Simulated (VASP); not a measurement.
# GaN in VASP: notebook

The runs below take GaN through single point, with PBEsol+D3(BJ).

Program: VASP 6.6.1. These are calculated values, not measurements. Logs are shortened: lines on timing, memory, paths and dates and some standing lists are left out, and cuts for length are marked.

## Step 1: The sheet as given

The cell holds a sheet with vacuum, 2 atoms: a = 3.179 Å, b = 3.179 Å, c = 23.800 Å, α = 90.00°, β = 90.00°, γ = 120.00°.

The cell was built by a generator and needn't be a form met in nature.

## Step 2: Single point, PBEsol+D3(BJ)

Input file INCAR:

```
PREC = Accurate
ENCUT = 520
EDIFF = 1E-6
ISMEAR = 0
SIGMA = 0.03
LREAL = F
LASPH = T
NELM = 100
ALGO = Normal
ISIF = 2
LWAVE = F
LCHARG = F
LDIPOL = T
IDIPOL = 3
DIPOL = 0.5 0.5 0.294
GGA = PS
IVDW = 12
NBANDS = 16
```

Input file KPOINTS:

```
regular mesh
0
Gamma
  12 12 1
```

Input file POSCAR:

```
GaN
1.0
    3.1788996730      0.0000000000      0.0000000000
   -1.5894498365      2.7530078729      0.0000000000
    0.0000000000      0.0000000000     23.8000000000
Ga N
1 1
Direct
    0.3333333333      0.6666666667      0.2941176471
    0.6666666667      0.3333333333      0.2941176471
```

Potentials or basis: VASP PAW PBE potentials, release 64 (Ga_d, N).

Run with:

```sh
$ cat potpaw_PBE.64/Ga_d/POTCAR potpaw_PBE.64/N/POTCAR > POTCAR
$ mpirun -np 1 vasp_std > vasp.out
```

OUTCAR:

```text
PREC = Accurate
   ENCUT = 520
   EDIFF = 1E-6
   ISMEAR = 0
   LREAL = F
   LASPH = T
   NELM = 100
   ISIF = 2
   GGA = PS
   IVDW = 12
 IVDW          = 12

 ion  position               nearest neighbor table
   1  0.333  0.667  0.294-   2 1.84   2 1.84   2 1.84
   2  0.667  0.333  0.294-   1 1.84   1 1.84   1 1.84

  LATTYP: Found a hexagonal cell.
 ALAT       =     3.1788996730
 C/A-ratio  =     7.4868672963

  Lattice vectors:

 A1 = (   3.1788996730,   0.0000000000,   0.0000000000)
 A2 = (  -1.5894498365,   2.7530078729,   0.0000000000)
 A3 = (   0.0000000000,   0.0000000000,  23.8000000000)

Analysis of symmetry for initial positions (statically):
=====================================================================
 Subroutine PRICEL returns:
 Original cell was already a primitive cell.

 Routine SETGRP: Setting up the symmetry group for a
 hexagonal supercell.

 Subroutine GETGRP returns: Found 12 space group operations
 (whereof  6 operations were pure point group operations)
 out of a pool of 24 trial point group operations.

The static configuration has the point symmetry C_3v.
 The point group associated with its full space group is D_3h.

Analysis of symmetry for dynamics (positions and initial velocities):
=====================================================================
 Subroutine PRICEL returns:
 Original cell was already a primitive cell.

 Routine SETGRP: Setting up the symmetry group for a
 hexagonal supercell.

 Subroutine GETGRP returns: Found 12 space group operations
 (whereof  6 operations were pure point group operations)
 out of a pool of 24 trial point group operations.

The dynamic configuration has the point symmetry C_3v.
 The point group associated with its full space group is D_3h.

 Subroutine INISYM returns: Found 12 space group operations
 (whereof  6 operations are pure point group operations),
 and found     1 'primitive' translations

----------------------------------------------------------------------------------------

                                     Primitive cell

  volume of cell :     208.2866

  direct lattice vectors                    reciprocal lattice vectors
     3.178899673  0.000000000  0.000000000     0.314574256  0.181619531  0.000000000
    -1.589449837  2.753007873  0.000000000     0.000000000  0.363239063  0.000000000
     0.000000000  0.000000000 23.800000000     0.000000000  0.000000000  0.042016807

  length of vectors
     3.178899673  3.178899673 23.800000000     0.363239063  0.363239063  0.042016807

  position of ions in fractional coordinates (direct lattice)
     0.333333333  0.666666667  0.294117647
     0.666666667  0.333333333  0.294117647

  ion indices of the primitive-cell ions
   primitive index   ion index
                 1           1
                 2           2

----------------------------------------------------------------------------------------

 KPOINTS: regular mesh

Automatic generation of k-mesh.
 Grid dimensions read from file:
 generate k-points for:   12   12    1

 Generating k-lattice:

  Cartesian coordinates                     Fractional coordinates (reciprocal lattice)
     0.026214521  0.015134961  0.000000000     0.083333333  0.000000000  0.000000000
     0.000000000  0.030269922  0.000000000     0.000000000  0.083333333  0.000000000
     0.000000000  0.000000000  0.042016807     0.000000000  0.000000000  1.000000000

  Length of vectors
     0.030269922  0.030269922  0.042016807

  Shift w.r.t. Gamma in fractional coordinates (k-lattice)
     0.000000000  0.000000000  0.000000000

 Subroutine IBZKPT returns following result:
 ===========================================

 Found     19 irreducible k-points:

 Following reciprocal coordinates:
            Coordinates               Weight
  0.000000  0.000000  0.000000      1.000000
  0.083333 -0.000000  0.000000      6.000000
  0.166667 -0.000000  0.000000      6.000000
  0.250000 -0.000000  0.000000      6.000000
  0.333333 -0.000000  0.000000      6.000000
  0.416667  0.000000  0.000000      6.000000
[... 11 lines left out ...]
  0.333333  0.250000  0.000000     12.000000
  0.333333  0.333333  0.000000      2.000000
   k-points           NKPTS =     19   k-points in BZ     NKDIM =     19   number of bands    NBANDS=     16
   number of dos      NEDOS =    301   number of ions     NIONS =      2
   total plane-waves  NPLWV = 103680
   dimension x,y,z NGX =    24 NGY =   24 NGZ =  180
   dimension x,y,z NGXF=    48 NGYF=   48 NGZF=  360
   ions per type =               1   1
   NGX,Y,Z   is equivalent  to a cutoff of  12.55, 12.55, 12.57 a.u.
   NGXF,Y,Z  is equivalent  to a cutoff of  25.10, 25.10, 25.15 a.u.
 SYSTEM =  unknown system
   PREC   = accura    normal or accurate (medium, high low for compatibility)
   ISTART =      0    job   : 0-new  1-cont  2-samecut
   ICHARG =      2    charge: 1-file 2-atom 10-const
   ISPIN  =      1    spin polarized calculation?
   LNONCOLLINEAR =      F non collinear calculations
   LSORBIT =      F    spin-orbit coupling
   LASPH  =      T    aspherical Exc in radial PAW
   ENCUT  =  520.0 eV  38.22 Ry    6.18 a.u.   5.91  5.91 44.25*2*pi/ulx,y,z
   NELM   =    100;   NELMIN=  2; NELMDL= -5     # of ELM steps
   EDIFF  = 0.1E-05   stopping-criterion for ELM
   LREAL  =      F    real-space projection
   EDIFFG = 0.1E-04   stopping-criterion for IOM
   NSW    =      0    number of steps for IOM
   IBRION =     -1    ionic relax: 0-MD 1-quasi-New 2-CG
   NFREE  =      0    steps in history (QN), initial steepest desc. (CG)
   ISIF   =      2    stress and relaxation
   ISYM   =      2    0-nonsym 1-usesym 2-fastsym
   POTIM  = 0.5000    time-step for ionic-motion
   TEBEG  =    0.0;   TEEND  =   0.0 temperature during run
   PSTRESS=    0.0 pullay stress
   NELECT =      18.0000    total number of electrons
   NUPDOWN=      -1.0000    fix difference up-down
   EMIN   =  10.00;   EMAX   =-10.00  energy-range for DOS
   EFERMI =   0.00;   METHOD = LEGACY
   ISMEAR =     0;   SIGMA  =   0.03  broadening in eV -4-tet -1-fermi 0-gaus
   EFERMI_NEDOS =   21; number of points for ismear=-14 and -15
   IALGO  =     38    algorithm
   IMIX   =      4    mixing-type and parameters
     AMIX     =   0.40;   BMIX     =  1.00
     AMIX_MAG =   1.60;   BMIX_MAG =  1.00
  volume/ion in A,a.u.               =     104.14       702.79
  Fermi-wavevector in a.u.,A,eV,Ry     =   0.723789  1.367763  7.127689  0.523870
  Thomas-Fermi vector in A             =   1.814094
   LORBIT       =      0    0 simple, 1 ext, 2 COOP (PROOUT), +10 PAW based schemes
   GGA     = PS    functional components
   LHFCALC =     F    Hartree Fock is set to
   AEXX    =    0.0000 exact exchange contribution
   IVDW    =    12    specifies the selected vdW correction
   LEPSILON=     F    determine dielectric tensor
   LRPA    =     F    only Hartree local field effects (RPA)
 non-spin polarized calculation
 Gauss-broadening in eV      SIGMA  =   0.03
  energy-cutoff  :      520.00
  volume of cell :      208.29
 maximum number of plane-waves:      5641
 NGX is ok and might be reduce to    24
   NGX = 11   NGY = 11   NGZ = 89

 dipolmoment           0.000000      0.000000     -0.000009 electrons x Angstroem

 number of electron      17.9999993 magnetization

 dipolmoment           0.000000      0.000000      0.000002 electrons x Angstroem

 Free energy of the ion-electron system (eV)
  ---------------------------------------------------
  ext. energy  EPLUGINS =         0.00000000
  ---------------------------------------------------
  free energy    TOTEN  =       -12.25526567 eV

  energy without entropy =      -12.25526567  energy(sigma->0) =      -12.25526567

 E-fermi :  -4.1418     XC(G=0):  -1.8604

 val. band max:       -4.2688593091   @ k =   0.3333   0.3333   0.0000
 cond. band min:      -1.9113681883   @ k =   0.0000   0.0000   0.0000
 fundamental gap:      2.3574911208
 Fermi energy:        -4.1417518057

 k-point     1 :       0.0000    0.0000    0.0000
  band No.  band energies     occupation
      1     -19.6426      2.00000
      2     -17.5818      2.00000
      3     -17.5818      2.00000
      4     -17.2862      2.00000
      5     -17.2862      2.00000
      6     -16.6269      2.00000
[... 8 lines left out ...]
     15       2.5098      0.00000
     16       2.8199      0.00000

 k-point     2 :       0.0833   -0.0000    0.0000
  band No.  band energies     occupation
      1     -19.5851      2.00000
      2     -17.5844      2.00000
      3     -17.5603      2.00000
      4     -17.2958      2.00000
      5     -17.2876      2.00000
      6     -16.5916      2.00000
[... 8 lines left out ...]
     15       2.6667      0.00000
     16       2.9029      0.00000

 k-point     3 :       0.1667   -0.0000    0.0000
  band No.  band energies     occupation
      1     -19.4316      2.00000
      2     -17.5840      2.00000
      3     -17.5006      2.00000
      4     -17.3217      2.00000
      5     -17.2913      2.00000
      6     -16.4799      2.00000
[... 8 lines left out ...]
     15       3.1106      0.00000
     16       3.1379      0.00000

 k-point     4 :       0.2500   -0.0000    0.0000
  band No.  band energies     occupation
      1     -19.2366      2.00000
      2     -17.5647      2.00000
      3     -17.4166      2.00000
      4     -17.3561      2.00000
      5     -17.2964      2.00000
      6     -16.2732      2.00000
[... 8 lines left out ...]
     15       3.5442      0.00000
     16       3.7029      0.00000
[... 229 lines left out ...]
 k-point    17 :       0.2500    0.2500    0.0000
  band No.  band energies     occupation
      1     -18.9094      2.00000
      2     -17.5350      2.00000
      3     -17.4012      2.00000
      4     -17.3276      2.00000
      5     -17.2599      2.00000
      6     -15.4237      2.00000
[... 8 lines left out ...]
     15       5.3608      0.00000
     16       5.4185      0.00000

 k-point    18 :       0.3333    0.2500    0.0000
  band No.  band energies     occupation
      1     -18.8598      2.00000
      2     -17.5216      2.00000
      3     -17.4054      2.00000
      4     -17.3370      2.00000
      5     -17.2474      2.00000
      6     -15.1537      2.00000
[... 8 lines left out ...]
     15       6.3002      0.00000
     16       6.4206      0.00000

 k-point    19 :       0.3333    0.3333    0.0000
  band No.  band energies     occupation
      1     -18.8387      2.00000
      2     -17.5234      2.00000
      3     -17.4026      2.00000
      4     -17.3448      2.00000
      5     -17.2472      2.00000
      6     -15.0413      2.00000
[... 8 lines left out ...]
     15       7.1411      0.00000
     16       7.5241      0.00000

------------------------ aborting loop because EDIFF is reached ----------------------------------------

 vacuum level on the upper side and lower side of the slab       (xc-potential included)        -0.009        -0.009

 Edisp (eV)   -0.13106

 E8    (eV) :    -0.0856

  FORCE on cell =-STRESS in cart. coord.  units (eV):
  Direction    XX          YY          ZZ          XY          YZ          ZX
  --------------------------------------------------------------------------------------
  -------------------------------------------------------------------------------------
  Total      -0.12237    -0.12237    -0.01312     0.00000     0.00000     0.00000
  in kB      -0.94126    -0.94126    -0.10095     0.00000     0.00000     0.00000
  external pressure =       -0.66 kB  Pullay stress =        0.00 kB

 VOLUME and BASIS-vectors are now :
 -----------------------------------------------------------------------------
  energy-cutoff  :      520.00
  volume of cell :      208.29
      direct lattice vectors                 reciprocal lattice vectors
     3.178899673  0.000000000  0.000000000     0.314574256  0.181619531  0.000000000
    -1.589449837  2.753007873  0.000000000     0.000000000  0.363239063  0.000000000
     0.000000000  0.000000000 23.800000000     0.000000000  0.000000000  0.042016807

 POSITION                                       TOTAL-FORCE (eV/Angst)
 -----------------------------------------------------------------------------------
     -0.00000      1.83534      7.00000        -0.000000     -0.000000      0.000000
      1.58945      0.91767      7.00000         0.000000      0.000000     -0.000000
 -----------------------------------------------------------------------------------
    total drift:                                0.000005     -0.000003      0.000150

  FREE ENERGIE OF THE ION-ELECTRON SYSTEM (eV)
  ---------------------------------------------------
  free  energy   TOTEN  =       -12.3863242029 eV

  energy  without entropy=      -12.3863242029  energy(sigma->0) =      -12.38632420

 vacuum level on the upper side and lower side of the slab         1.108         1.108
```

It took 2.2 min on 1 thread of Intel Xeon Platinum 8488C (Sapphire Rapids), shared host; peak memory 0.32 GiB.

Results:

* Free energy: -12.3863 eV
* Band gap on the k mesh: 2.36 eV, indirect (least direct gap 2.60 eV)
* Dispersion energy per atom: -0.066 eV

Caveat: the PAW data sets were made with another functional, which shifts forces and pressure a little.

(Continued in part 2 of 2.)
